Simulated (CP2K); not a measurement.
# Cu: equation of state with LDA

Cu:

```
Cu
1.0
     2.55619    0.00000    0.00000
     1.27810    2.21373    0.00000
     1.27810    0.73791    2.08712
Cu
1
Direct
  0.00000 0.00000 0.00000
```

```yaml
Program: CP2K 2026.2
Task: equation of state
Functional: LDA
Potentials_or_basis: GTH_POTENTIALS Cu GTH-PADE-q11; TZVP-MOLOPT-PBE-GTH basis
Density_cutoff: 6123 eV
k_mesh: 13 × 13 × 13
Occupations: fermi-dirac, width 0.1 eV
Spin: no spin polarisation
```

| Item | Value |
| --- | --- |
| Equilibrium volume | 11.08 Å³/atom (rough: see the caveat) |
| Bulk modulus | 186 GPa (rough) |

Energy against volume, from the lowest point:
```csv
volume (Å³/atom),energy (meV/atom)
11.102,0.00
11.338,3.33
11.574,11.78
11.810,24.62
12.047,41.38
12.283,61.55
12.519,84.70
```

All runs of the series together: 18 min on 2 threads of Arm Neoverse V1, with other jobs on the host.

Caveat: the minimum lies outside the volumes run; the basis of atomic orbitals isn't converged, which shifts pressures, moduli and gaps.
